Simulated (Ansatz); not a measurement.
# BP: frozen-core PAW against all-electron methods

```
B P
1.0
     3.00957    0.00000    0.00000
    -1.50479    2.60637    0.00000
     0.00000    0.00000    2.66180
B P
1 1
Cartesian
  0.0000 0.0000 0.0000
  0.0000 1.7376 1.3309
```

Atoms are numbered in the order listed.

The structure comes from a relaxation in the same program, started in the WC type, and has space group P-6m2. Whether it is a known phase or the ground state wasn't checked.

Methods: DFT, PBE, PAW with Ansatz's default frozen-core files, scalar-relativistic (Ansatz 0.2.0); DFT, PBE, all-electron PAW with datasets made for the crystal, scalar-relativistic (Ansatz 0.2.0); DFT, PBE, all-electron LAPW, scalar-relativistic (Ansatz 0.2.0).

For PAW: a Γ-centred 13×13×11 k mesh, Fermi–Dirac smearing of 0.08 eV, cutoff 420 eV, no spin polarisation. The crystal-made all-electron datasets (AE datasets) take a cutoff of 260 eV at this cell. LAPW targets a basis error of 0.5 meV/atom. The Ansatz runs share mesh, smearing and spin set-up. Plane-wave (PAW) pressures include the program's estimate of the Pulay term.

Stress and pressure are positive in compression.

In a metal, gradients converge slowly with the k mesh: the values move by tens of per cent from one mesh to another, at times in sign, so only the comparison on one mesh counts.

Levels count from the Fermi level.

| quantity | PAW | AE datasets | LAPW |
| --- | --- | --- | --- |
| pressure (GPa) | 0.00 | 0.03 | 0.03 |
| highest filled level at L (eV) | -4.847 | -4.847 | -4.847 |
| lowest empty level at L (eV) | 0.938 | 0.937 | 0.937 |
| highest filled level at Γ (eV) | -0.426 | -0.425 | -0.425 |
| lowest empty level at Γ (eV) | 4.111 | 4.111 | 4.111 |
| field gradient Vzz at P2 (10²¹ V/m²) | 2.39 | 2.37 | – |

PAW's pressure differs from the LAPW value by -0.04 GPa. Datasets made for the crystal and LAPW share parts of one code, so their agreement isn't an independent check.
